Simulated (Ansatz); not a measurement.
## Moving the knobs of a GW run on BN (Qingsongite)

Aim: change settings of a G0W0 run on BN (Qingsongite) and see what moves.

Calculated with Ansatz 0.2.0; G0W0 on PBE, plane waves, PAW; PAW set soft_1.

### 1. Starting point

The structure is cubic, space group F-43m (No. 216). The conventional cell has a = 3.615 Å, b = 3.615 Å, c = 3.615 Å, α = 90.00°, β = 90.00°, γ = 90.00°. B has 4 N at 1.57 Å nearest. Nearest to N lie 4 B at 1.57 Å. Farther neighbours and most contacts between anions are not listed.

As a file:

```
B N
1.0
     0.00000    1.80750    1.80750
     1.80750    0.00000    1.80750
     1.80750    1.80750    0.00000
B N
1 1
Cartesian
  0.0000 0.0000 0.0000
  0.9038 0.9038 0.9038
```

The cell and positions come from the Crystallography Open Database and are kept as given unless a step says otherwise.

### 2. The base run: 6×6×6 mesh, 35 empty bands, screening to 120 eV, PAW set soft_1 files

Now the one-shot GW correction: screening in the RPA, then the self-energy of the levels asked for. This step takes PAW set soft_1 files.

input.yaml

```yaml
crystal:
  lattice:
    - [0.0, 1.8075, 1.8075]
    - [1.8075, 0.0, 1.8075]
    - [1.8075, 1.8075, 0.0]
  atoms:
    - { symbol: B, position: [0.0, 0.0, 0.0] }
    - { symbol: "N", position: [0.25, 0.25, 0.25] }
kpoints:
  mp_grid: { grid: [6, 6, 6] }
hamiltonian:
  xc: pbe
  pseudopotentials: { kind: paw, azcp: { folder: soft_1 } }
scf:
  occupations: { method: fixed }
gw:
  n_empty_bands: 35
  ecut_chi: 120
  qp_bands: [v2, c2]
  qp_kpoints: band_edges
  screening: { model: contour_deformation }
```

Command:

```sh
$ ansatz run input.yaml --threads 3 --pin off --max-ram 92160MiB --backend cuda --events-out ev --progress --plain --runs-dir out --devices 1 --max-vram 13GiB
```

Numbers of over 12 decimals in the logs are rounded to 6 here.

The log of the run:

```text
GPUs: using 1 of 1 available (devices: 1).
Engine: ansatz 0.2.0, x86_64-unknown-linux-gnu
Pseudopotentials: kind: paw
Pseudopotential: B, paw, valence charge 3, recommended cutoff 420 eV (normal), soft_1/B.paw.azcp
Pseudopotential: N, paw, valence charge 5, recommended cutoff 420 eV (normal), soft_1/N.paw.azcp
Functional definition: PBE
  parameter kappa = 0.804
  parameter beta = 0.066725
  exchange = pbe_x(kappa = kappa, mu = beta*pi^2/3)
  correlation = pbe_c(beta = beta)
device memory: the entry about to start is reckoned to put 0.3 GiB on a device that reports 58.4 GiB free (of which the cap on the GPU budget leaves the run 13.0 GiB)
GPU FFT provider: cuFFT
GPU libraries: cuBLAS 13.8.2, cuFFT 12.4.0, cuSOLVER 12.3.4
Crystal: 2 atoms, lattice volume = 11.810 Å³
Basis set: ecut = 420 eV, 259 PW (Γ)
Bands: 8, of which v1, the nominal top of the filled ones, is band 4 counted from 1 (3 counted from 0)
Symmetry: 24 space group operations
Space group: F-43m (ITA 216), of the structure as read, at distance tolerance 2.3e-5 Å
k-points: 16 of 216 (time reversal used)
Non-local potential: B, projectors of the file, l = 0: 2, l = 1: 2, l = 2: 1
Non-local potential: N, projectors of the file, l = 0: 2, l = 1: 2, l = 2: 1
PAW form: soft (Blöchl's): semilocal exchange-correlation on the pseudo side does not see the compensation charge
PAW one-centre angular grid: B, 110 points (default); XC on 64 Gauss nodes
PAW one-centre angular grid: N, 110 points (default); XC on 64 Gauss nodes
Initial density: superposition of atomic densities (chi_scale 0.1, normalization cell, long waves kept (reshape's long-wave potential 0.00 eV rms))
Initial wavefunctions: pseudopotential atomic-orbital guess
GPU buffer pool allocated for 5832 grid points (all kernels)
GPU transforms: local potential and band sums: pruned to the plane-wave sphere, on 18×18×18
Functional: x = pbe(κ = 0.804, μ = 0.219515), c = pbe(β = 0.066725)
SCF iter   1: F=—  HF=-542.929551 eV  |F-HF|=—  |Δ(HF+E_count)|=         —  Δρ=1.46e-1  dr2=2.03e0  ethr=3.10e-3  ⟨swp⟩=4.0  Hψ=760  notcnv=0  defer=24
preconditioner: auto → none  [insulator: Δε(μ)=5.735 eV  Ē_g=20.329 eV  n_scr=0 (ndim 8)  ℏωp=30.6 eV  f_vac=0.000  ε∞_Penn≈3.3]
SCF iter   2: F=—  HF=-542.330159 eV  |F-HF|=—  |Δ(HF+E_count)|=   5.99e-1  Δρ=6.42e-2  dr2=2.66e-1  ethr=3.10e-3  ⟨swp⟩=2.0  Hψ=373  notcnv=0  defer=5
SCF iter   3: F=—  HF=-542.278483 eV  |F-HF|=—  |Δ(HF+E_count)|=   5.17e-2  Δρ=2.32e-2  dr2=3.80e-2  ethr=3.10e-3  ⟨swp⟩=3.0  Hψ=214  notcnv=0  defer=22
SCF iter   4: F=—  HF=-542.275214 eV  |F-HF|=—  |Δ(HF+E_count)|=   3.27e-3  Δρ=2.98e-3  dr2=3.71e-4  ethr=4.75e-4  ⟨swp⟩=3.0  Hψ=229  notcnv=0  defer=27
[...]
E_nonlocal   = 42.169486
  E_hartree    = 49.043233
  E_xc         = -93.224196
  E_vxc        = -115.285046  (∫ρ·V_xc dr)
  E_paw        = -206.672399  (= ΣΔE_a)
  E_vpaw       = -23.383246  (= ΣTr[D̂ρ^β])
  E_aug_tail   = 0.000975  (compensation charges beyond the density's cutoff)
  E_ewald      = -358.384650
  E_smearing   = -0.000000  (= −TS)
  E_closure    = 0.000000  (closes the sum)
  Σ components = -542.275357   (vs F -542.275357, Δ=0.00e0)
--- Band table (eV; the first three rows and the last of 16) ---
  k-point 0: bands = ["-9.0615", "11.1723", "11.1723", "11.1723", "19.9955", "19.9955", "19.9955", "21.4933"]
  k-point 1: bands = ["-8.3910", "8.1605", "10.5522", "10.5522", "20.5102", "20.9060", "20.9060", "23.3973"]
  k-point 2: bands = ["-6.5267", "3.3053", "9.6102", "9.6102", "21.0686", "21.8294", "21.8294", "25.7033"]
  k-point 15: bands = ["-3.2474", "2.9817", "4.9791", "5.0235", "18.9463", "23.1890", "26.2462", "27.9598"]
--- G₀W₀: contour deformation, 6 samples at zero and on the imaginary axis and 2 off it, 216 q-points, 35 empty bands' worth ---
  eigenvalues of the whole cell's RPA ε∞ on this k-mesh (on a slab, of 1 + 4πα/V) = 4.5549, 4.5549, 4.5549; static W/v taken at q = 0 is 0.219542
  bands read: the sum over 39 bands ends inside a degenerate multiplet in 1 slot, whose members it reads at an even weight; the widest, k=0: bands 39 to 40 (counted from 1) at 1/2 each
  gw.qp_kpoints: band_edges: 8 of 16 stored k-points solved, in 1 pass; an edge of the gap read off the rows below is read off those points alone
    valence top: of the k-points left out ik 8 came nearest to being solved in a further pass, in band 4 (counted from 1, as in the quasiparticle table): it holds the edge there only if its correction is more favourable than any solved in that band by at least 0.856 eV; those differ by 0.494 eV
    conduction bottom: of the k-points left out ik 10 came nearest to being solved in a further pass, in band 5 (counted from 1, as in the quasiparticle table): it holds the edge there only if its correction is more favourable than any solved in that band by at least 1.771 eV; those differ by 0.629 eV
    ik  band        ε_KS         Σx   Σc(E_QP)       V_xc       Z   E_QP_lin       E_QP  E_QP is
     0     3     11.1723   -22.8997     2.9612   -19.2879  0.8271    10.5201    10.5218  root
     0     4     11.1723   -22.8997     2.9612   -19.2879  0.8271    10.5201    10.5218  root
     0     5     19.9955    -7.9228    -5.3459   -14.6766  0.8387    21.4130    21.4034  root
     0     6     19.9955    -7.9228    -5.3459   -14.6766  0.8387    21.4130    21.4034  root
     1     3     10.5522   -22.6554     3.0546   -18.8817  0.8260     9.8309     9.8331  root
     1     4     10.5522   -22.6554     3.0546   -18.8817  0.8260     9.8309     9.8331  root
     1     5     20.5102    -9.0461    -5.3880   -15.7370  0.8348    21.8218    21.8131  root
     1     6     20.9060    -8.0603    -5.5443   -15.0848  0.8340    22.3975    22.3861  root
[...]
14     3      5.1133   -22.6870     4.4299   -16.9598  0.8021     3.8033     3.8160  root
    14     4      6.6770   -21.7995     3.8097   -16.8744  0.8138     5.5541     5.5616  root
    14     5     20.6687    -8.4385    -5.2116   -14.8657  0.8365    21.8919    21.8843  root
    14     6     22.9714    -7.9750    -6.0119   -15.3537  0.8251    24.3505    24.3381  root
[key lines of the parts left out:]
SCF converged after 6 iterations
Free energy (F): -542.275357 eV
Fermi energy:    11.172323 eV
```

It took 13 s on 1 × NVIDIA H100 80GB HBM3 (shared by 6 runs) with 3 threads of AMD EPYC 7R13 (Zen 3), shared host; peak memory 0.96 GiB.

In the SCF lines HF is the Harris–Foulkes energy and dr2 the Hartree energy of the density residual, in eV; the loop may stop once dr2 is under the threshold and the program's other checks hold. Hψ counts applications of the Hamiltonian.

This step gave:

```yaml
bands_summed: 39
rpa_eps_infinity_on_this_mesh_eigenvalues: 4.555, 4.555, 4.555
plane_waves_in_the_screening_matrix: 27
q_points_in_the_mesh: 216
g0w0_gap_on_the_mesh: 5.894 eV
k_of_the_valence_top: 0, 0, 0
k_of_the_conduction_bottom: 0, -0.5, -0.5
starting_gap_on_the_mesh: 4.465 eV
z_at_the_valence_top: 0.8271
z_at_the_conduction_bottom: 0.8529
least_direct_g0w0_gap_on_the_computed_points: 10.88 eV
```

The gap on the mesh goes from 4.46 eV to 5.89 eV, a correction of +1.43 eV. Between the two edge states, bare exchange in place of the xc potential would open the gap by 8.89 eV, and correlation takes back 7.46 eV.

### 3. Variant: plasmon pole at a typed frequency

Edit input.yaml of step 2 so:

```diff
@@ -16,6 +16,7 @@
 gw:
-  n_empty_bands: 35
-  ecut_chi: 120
+  n_empty_bands: 26
+  ecut_chi: 100
   qp_bands: [v2, c2]
   qp_kpoints: band_edges
-  screening: { model: contour_deformation }
+  screening: { model: godby_needs }
+  plasmon_pole_fit_frequency: 5
```

The log of the run:

```text
GPUs: using 1 of 1 available (devices: 1).
[...]
GPU FFT provider: cuFFT
GPU libraries: cuBLAS 13.8.2, cuFFT 12.4.0, cuSOLVER 12.3.4
Crystal: 2 atoms, lattice volume = 11.810 Å³
Basis set: ecut = 420 eV, 259 PW (Γ)
Bands: 8, of which v1, the nominal top of the filled ones, is band 4 counted from 1 (3 counted from 0)
Symmetry: 24 space group operations
[...]
k-points: 16 of 216 (time reversal used)
[...]
GPU buffer pool allocated for 5832 grid points (all kernels)
[...]
SCF iter   1: F=—  HF=-542.929551 eV  |F-HF|=—  |Δ(HF+E_count)|=         —  Δρ=1.46e-1  dr2=2.03e0  ethr=3.10e-3  ⟨swp⟩=4.0  Hψ=760  notcnv=0  defer=24
[...]
SCF iter   6: F=-542.275357 eV  HF=-542.275357 eV  |F-HF|=1.96e-8  |Δ(HF+E_count)|=   3.36e-7  Δρ=1.95e-5  dr2=1.09e-8  ethr=1.25e-9  ⟨swp⟩=3.1  Hψ=667  notcnv=0
SCF 1 converged in 6 iterations: F = -542.275357 eV  dr2 = 1.09e-8
[...]
NSCF: frozen V_eff on 16 k-points, pencils in batches of 32, up to order 32
[...]
NSCF: frozen V_eff on 16 k-points
G₀W₀ screening: q 1/16
[... further progress lines ...]
[...]
SCF converged after 6 iterations
Free energy (F): -542.275357 eV
[...]
Internal energy: -542.275357 eV  (E = F + TS)
E sigma→0 (E₀):  -542.275357 eV
Fermi energy:    11.172323 eV
[...]
--- Band table (eV; the first three rows and the last of 16) ---
[...]
--- G₀W₀: ω_p = 5.0000 eV, 216 q-points, 26 empty bands' worth ---
[...]
GN-PPA: 32258/157593 pairs with Re ω̃² < 0 across q-mesh
[...]
0     3     11.1723   -22.8997     3.2716   -19.2879  0.8172    10.8317    10.8322  root
     0     4     11.1723   -22.8997     3.2716   -19.2879  0.8172    10.8317    10.8322  root
     0     5     19.9955    -7.9228    -5.1332   -14.6766  0.8287    21.6274    21.6160  root
     0     6     19.9955    -7.9228    -5.1332   -14.6766  0.8287    21.6274    21.6160  root
     1     3     10.5522   -22.6554     3.3638   -18.8817  0.8160    10.1416    10.1423  root
     1     4     10.5522   -22.6554     3.3638   -18.8817  0.8160    10.1416    10.1423  root
     1     5     20.5102    -9.0461    -5.1976   -15.7370  0.8257    22.0144    22.0035  root
     1     6     20.9060    -8.0603    -5.3326   -15.0848  0.8248    22.6123    22.5978  root
[...]
14     3      5.1133   -22.6870     4.7212   -16.9598  0.7938     4.1012     4.1073  root
    14     4      6.6770   -21.7995     4.1092   -16.8744  0.8043     5.8576     5.8610  root
    14     5     20.6687    -8.4385    -5.0064   -14.8657  0.8279    22.0993    22.0895  root
    14     6     22.9714    -7.9750    -5.8186   -15.3537  0.8176    24.5457    24.5314  root
```

The job ended after 15 s (1 × NVIDIA H100 80GB HBM3 (shared by 6 runs) with 3 threads; peak memory 0.93 GiB).

The G0W0 gap on the mesh is 5.777 eV.

Against the base:

```
                   setting                 base       variant
               empty bands                   35            26
     screening cutoff (eV)                  120           100
           frequency model  contour deformation  plasmon pole
plasmon pole fit frequency                    -             5
```

```csv
quantity,variant,base
starting gap on the mesh,4.465,4.465
G0W0 gap on the mesh,5.777,5.894
least direct G0W0 gap on the computed points,10.784,10.882
Z at the valence top,0.817,0.827
Z at the conduction bottom,0.844,0.853
```

### 4. Variant: starting point

This step: G0W0 on LDA, plane waves, PAW; PAW set soft_1.

input.yaml, the sections that differ from step 3:

```yaml
hamiltonian:
  xc: lda
  pseudopotentials: { kind: paw, azcp: { folder: soft_1 }, xc_functional: pbe }
gw:
  n_empty_bands: 26
  ecut_chi: 100
  qp_bands: [v2, c2]
  qp_kpoints: band_edges
  screening: { model: contour_deformation }
# crystal, kpoints, scf: as in step 3
```

The log of the run:

```text
GPUs: using 1 of 1 available (devices: 1).
[...]
GPU FFT provider: cuFFT
GPU libraries: cuBLAS 13.8.2, cuFFT 12.4.0, cuSOLVER 12.3.4
Crystal: 2 atoms, lattice volume = 11.810 Å³
Basis set: ecut = 420 eV, 259 PW (Γ)
Bands: 8, of which v1, the nominal top of the filled ones, is band 4 counted from 1 (3 counted from 0)
Symmetry: 24 space group operations
[...]
k-points: 16 of 216 (time reversal used)
[...]
GPU buffer pool allocated for 5832 grid points (all kernels)
[...]
SCF iter   1: F=—  HF=-527.186486 eV  |F-HF|=—  |Δ(HF+E_count)|=         —  Δρ=1.43e-1  dr2=1.95e0  ethr=3.10e-3  ⟨swp⟩=4.0  Hψ=746  notcnv=0  defer=22
[...]
SCF iter   6: F=-526.455003 eV  HF=-526.455003 eV  |F-HF|=7.71e-10  |Δ(HF+E_count)|=   1.62e-7  Δρ=1.53e-5  dr2=6.13e-9  ethr=1.25e-9  ⟨swp⟩=4.0  Hψ=565  notcnv=0
SCF 1 converged in 6 iterations: F = -526.455003 eV  dr2 = 6.13e-9
[...]
G₀W₀ screening: q 1/16
[... further progress lines ...]
[...]
SCF converged after 6 iterations
Free energy (F): -526.455003 eV
[...]
Internal energy: -526.455003 eV  (E = F + TS)
E sigma→0 (E₀):  -526.455003 eV
Fermi energy:    10.914402 eV
[...]
--- Band table (eV; the first three rows and the last of 16) ---
[...]
0     3     10.9144   -22.8706     3.1042   -19.4759  0.8273    10.6236    10.6240  root
     0     4     10.9144   -22.8706     3.1042   -19.4759  0.8273    10.6236    10.6240  root
     0     5     19.6035    -7.9600    -5.2872   -15.0818  0.8390    21.4549    21.4381  root
     0     6     19.6035    -7.9600    -5.2872   -15.0818  0.8390    21.4549    21.4381  root
     1     3     10.2907   -22.6228     3.1899   -19.0715  0.8261     9.9288     9.9293  root
     1     4     10.2907   -22.6228     3.1899   -19.0715  0.8261     9.9288     9.9293  root
     1     5     20.1911    -9.0479    -5.3205   -16.0235  0.8351    21.8605    21.8462  root
     1     6     20.5127    -8.1018    -5.4821   -15.4939  0.8342    22.4423    22.4226  root
[...]
14     3      4.8726   -22.6972     4.5316   -17.1630  0.8015     3.8623     3.8700  root
    14     4      6.3918   -21.7678     3.9071   -17.0899  0.8132     5.6175     5.6210  root
    14     5     20.2483    -8.4832    -5.1476   -15.2846  0.8366    21.9164    21.9020  root
    14     6     22.6258    -7.9712    -5.9513   -15.6581  0.8254    24.3822    24.3614  root
```

It took 16 s on 1 × NVIDIA H100 80GB HBM3 (shared by 6 runs) with 3 threads; peak memory 0.96 GiB; 9 s of CPU time.

The G0W0 gap on the mesh is 5.788 eV.

Against the base:

```
              setting  base  variant
                start   PBE      LDA
          empty bands    35       26
screening cutoff (eV)   120      100
```

```
                                    quantity  variant    base
                    starting gap on the mesh    4.354   4.465
                        G0W0 gap on the mesh    5.788   5.894
least direct G0W0 gap on the computed points   10.814  10.882
                        Z at the valence top    0.827   0.827
                  Z at the conduction bottom    0.853   0.853
```

### 5. Outcome

| Item | Value |
| --- | --- |
| base | 5.89 eV, 13 s |
| plasmon pole at a typed frequency | 5.78 eV, 15 s |
| starting point | 5.79 eV, 16 s |

**Reading.** Plasmon pole at a typed frequency: the gap moves by −0.12 eV. The variant differs from the base in empty bands, screening cutoff, frequency model and plasmon pole fit frequency together, so the change can't be laid to one of them. Starting point: the gap moves by −0.11 eV. The variant differs from the base in start, empty bands and screening cutoff together, so the change can't be laid to one of them. All runs here use a coarse mesh and modest cutoffs; they test settings and are not final values. The 6×6×6 mesh is coarse for this cell (its supercell is 15 Å along the shortest edge). The RPA ε∞ on it, from the PBE start, is 4.55; such meshes misread the long-range screening, most where the gap is narrow.

[Paths, hosts, dates, memory and timing lines, banners, echoed tables and standing remarks are left out of the program output.]

[Logs are printed without paths, hosts, clocks, repeated set-up lines and the standing remarks that a program may print on its own settings, such as how far it seeks lower states.]

[Runs of the session that timed out or met a known fault of the program may be left out.]

[Cells called generated may have been cut or substituted from an entry of the Crystallography Open Database or the Materials Project.]

[Hosts, paths, dates, database ids (printed as entryN), source tags and the programs' standing remarks are cut or masked in the printed files.]
